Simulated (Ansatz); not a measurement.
(100) slab cut from the bulk of GaN, 15 Å of vacuum:

```xyz
11
Lattice="3.2163 0.0000 0.0000 0.0000 3.2163 0.0000 0.0000 0.0000 26.3712" Properties=species:S:1:pos:R:3 pbc="T T T"
N     0.0000    1.6081    7.5000
Ga    1.6081    1.6081    8.6371
N     1.6081    0.0000    9.7742
Ga    0.0000    0.0000   10.9114
N     0.0000    1.6081   12.0485
Ga    1.6081    1.6081   13.1856
N     1.6081    0.0000   14.3227
Ga    0.0000    0.0000   15.4598
N     0.0000    1.6081   16.5970
Ga    1.6081    1.6081   17.7341
N     1.6081    0.0000   18.8712
```

Method: Ansatz, DFT PBE, scalar-relativistic, plane waves, PAW. Settings: cutoff 420 eV, Γ-centred mesh 8×8×1 on the computed 11-atom cell, Gaussian smearing of 0.05 eV; no spin polarisation. A dipole correction removes the field between periodic images along c.

This base run converges in 12 iterations with a largest force of 1.691 eV/Å and a work function of 8.22 eV on the top face.

One setting at a time is then changed, some of them on purpose to poor values; changes count from the base run, energies are extrapolated to zero smearing, atoms stay where they are, a change of functional drops any dispersion correction, and risky runs are capped at 50 to 100 iterations. The slab isn't stoichiometric (Ga5N6).

(1) What does each change do? k mesh 2×2×1; vacuum of 7 Å; vacuum of 3 Å; functional r2SCAN (500 eV); no dipole correction, vacuum of 5 Å; cutoff 550 eV; no preconditioner, β = 0.7; occupations gaussian 0.01 eV.

The cell has an odd number of electrons and was run without spin polarisation, which forces a half-filled band: energy, forces and stress belong to that artificial state. The smearing is narrow for a metal on this mesh. In some of the runs (vacuum 7, vacuum 3) charge leaks into the vacuum, so their work functions can be off.

Results:

(1)
```json
{"change": "k mesh 2×2×1", "outcome": "converged", "SCF iterations": "21", "ΔE (meV/atom)": "+173.1", "Δφ top (eV)": "-0.16", "largest force (eV/Å)": "1.329", "largest change of a force (eV/Å)": "0.363"}
{"change": "vacuum of 7 Å", "outcome": "converged with warnings", "SCF iterations": "11", "ΔE (meV/atom)": "0.0", "Δφ top (eV)": "-0.01", "largest force (eV/Å)": "1.691", "largest change of a force (eV/Å)": "0.000"}
{"change": "vacuum of 3 Å", "outcome": "converged with warnings", "SCF iterations": "12", "ΔE (meV/atom)": "-7.2", "Δφ top (eV)": "-3.76", "largest force (eV/Å)": "1.771", "largest change of a force (eV/Å)": "0.108"}
{"change": "functional r2SCAN (500 eV)", "outcome": "converged with warnings", "SCF iterations": "12", "ΔE (meV/atom)": "", "Δφ top (eV)": "+0.35", "largest force (eV/Å)": "1.693", "largest change of a force (eV/Å)": "0.366"}
{"change": "no dipole correction, vacuum of 5 Å", "outcome": "converged", "SCF iterations": "12", "ΔE (meV/atom)": "0.0", "Δφ top (eV)": "", "largest force (eV/Å)": "1.692", "largest change of a force (eV/Å)": "0.002"}
{"change": "cutoff 550 eV", "outcome": "converged", "SCF iterations": "12", "ΔE (meV/atom)": "-3.7", "Δφ top (eV)": "0.00", "largest force (eV/Å)": "1.691", "largest change of a force (eV/Å)": "0.001"}
{"change": "no preconditioner, β = 0.7", "outcome": "converged", "SCF iterations": "14", "ΔE (meV/atom)": "0.0", "Δφ top (eV)": "0.00", "largest force (eV/Å)": "1.691", "largest change of a force (eV/Å)": "0.000"}
{"change": "occupations gaussian 0.01 eV", "outcome": "converged", "SCF iterations": "20", "ΔE (meV/atom)": "+0.1", "Δφ top (eV)": "+0.01", "largest force (eV/Å)": "1.689", "largest change of a force (eV/Å)": "0.009"}
```

The reference crystal is the zinc-blende form of GaN, which isn't its usual structure.

Cost: 9 runs of about 11 core-minutes in all, on Intel Xeon Processor @ 2.50GHz (Skylake/Cascade Lake) (shared hosts).